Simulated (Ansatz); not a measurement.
**BN (F-43m), a vibration from a frozen displacement**

Method: DFT r2SCAN, scalar-relativistic, plane waves, PAW in Ansatz 0.2.0. Cutoff 500 eV, Γ-centred 12×12×12 k-points, Gaussian smearing of 0.05 eV. No spin polarisation. Energies are free energies at this smearing, counted from the undisturbed cell; pressure is positive in compression.

The undisturbed cell (as given, not relaxed at this level; it stands at -5.2 GPa):

```
CELL_PARAMETERS angstrom
0.00000 1.81300 1.81300
1.81300 0.00000 1.81300
1.81300 1.81300 0.00000
ATOMIC_POSITIONS crystal
B 0.00000 0.00000 0.00000
N 0.75000 0.75000 0.75000
```

Every B atom is moved by x along the Cartesian unit vector (0.707, -0.707, 0.000); the cell and all other atoms stay fixed. The cell's volume is 11.92 Å³; the moved atoms weigh 10.810 u together and the others 14.007 u. Some rows repeat others by symmetry and weren't run.

```csv
x (Å),ΔE (meV/cell),total force on the moved atoms along the move (eV/Å),pressure (GPa)
-0.1000,118.05,2.3583,-2.2521
-0.0875,90.40,2.0646,-2.9350
-0.0750,66.43,1.7705,-3.5259
-0.0625,46.14,1.4759,-4.0252
-0.0500,29.54,1.1812,-4.4332
-0.0375,16.62,0.8860,-4.7504
-0.0250,7.39,0.5909,-4.9767
-0.0125,1.85,0.2954,-5.1125
0.0000,0.00,0.0000,-5.1577
0.0125,1.85,-0.2954,-5.1125
0.0250,7.39,-0.5909,-4.9767
0.0375,16.62,-0.8860,-4.7504
0.0500,29.54,-1.1812,-4.4332
0.0625,46.14,-1.4759,-4.0252
0.0750,66.43,-1.7705,-3.5259
0.0875,90.40,-2.0646,-2.9350
0.1000,118.05,-2.3583,-2.2521
```

Task: What frequency belongs to this motion?

Result: The force constant is k = −dF/dx = 23.634 eV/Å², from the parabola through x = -0.0125, 0 and 0.0125. In every cell the moved atoms swing against the rest, so the mass is μ = m₁m₂/(m₁ + m₂) = 6.101 u, and ν̃ = 521.5 cm⁻¹ × √(|k|/μ) = 1026 cm⁻¹, at this cell's pressure of -5.2 GPa. To first order in x, and within 1 %, the force on every atom lies along the move and, within each of the two groups, in proportion to the atom's mass, so this is itself a mode at the zone centre of this cell, taken without macroscopic field (the transverse frequency in a polar insulator).

Task: How far does the harmonic law reach?

Result: At x = -0.100 Å, kx²/2 = 118.17 meV against the computed 118.05 meV (-0.1 %): the well is still close to harmonic there.

Task: The pressure changes with x². What does that say about the frequency under compression?

Result: With E = k(V)x²/2, k ∝ V^(−2γ) and x scaling with the cell as V^(1/3), P − P0 = −∂E/∂V = (2γ − 2/3) ΔE/V. At x = 0.0250 Å, V(P − P0) = 11.92 × 0.18100 / 160.2 eV = 13.46 meV and ΔE = 7.39 meV, so γ = 1/3 + V(P − P0)/(2ΔE) = 1.24. This is the Grüneisen parameter of the motion under uniform scaling of the cell: shrinking the cell evenly by 1 % in volume raises the frequency by about 1.24 %.